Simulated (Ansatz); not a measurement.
# How far is this GaAs from the hull?

These are results of Ansatz 0.2.0, DFT PBE, scalar-relativistic, plane waves, PAW, not measurements. All cells share a 420 eV cutoff and Γ-centred k meshes spaced at most about 0.3 Å⁻¹ (about 0.25 or finer for metals, 2π included). No spin polarisation.

The zero of energy is the elements' standard structures at the same level; no fitted shifts are applied.

All energies are static (0 K, no zero-point motion). The reference form of As is held partly by dispersion forces, which this level lacks.

The competitors are the elements and 1 reference phase of this chemical system (from databases or known types: GaAs), relaxed at the same level; other known phases may be missing.

The candidate was reached from: 4-connected net, two elements alternating.

```xyz
12
Lattice="4.0712 0.0000 0.0000 0.0000 12.4307 0.0000 0.0000 0.0000 6.2042" Properties=species:S:1:pos:R:3 pbc="T T T"
Ga    0.0000    8.0269    0.5979
Ga    2.0356   10.6191    5.6063
Ga    0.0000    0.0000    2.5028
Ga    2.0356    1.8116    5.6063
Ga    0.0000    4.4038    0.5979
Ga    2.0356    6.2153    3.7014
As    2.0356    8.0838    5.3502
As    0.0000   10.5622    0.8540
As    2.0356    0.0000    3.9156
As    0.0000    1.8685    0.8540
As    2.0356    4.3468    5.3502
As    0.0000    6.2153    2.2887
```

Question: Is it stable, and against what?

Answer: Not the lowest form: another structure of the same formula lies lower. Its formation energy is -0.231 eV/atom. The lowest competing phase at this composition is this:

| phase | space group | source | share of atoms | ΔE_f (eV/atom) |
| --- | --- | --- | --- | --- |
| GaAs | F-43m (No. 216) | COD | 1.0000 | -0.352 |

The candidate lies 121 meV/atom above this phase. The candidate matches no cell in the subsets of the Crystallography Open Database and the Materials Project at hand. It is metastable at best. Whether it is a true minimum wasn't tested by phonons.
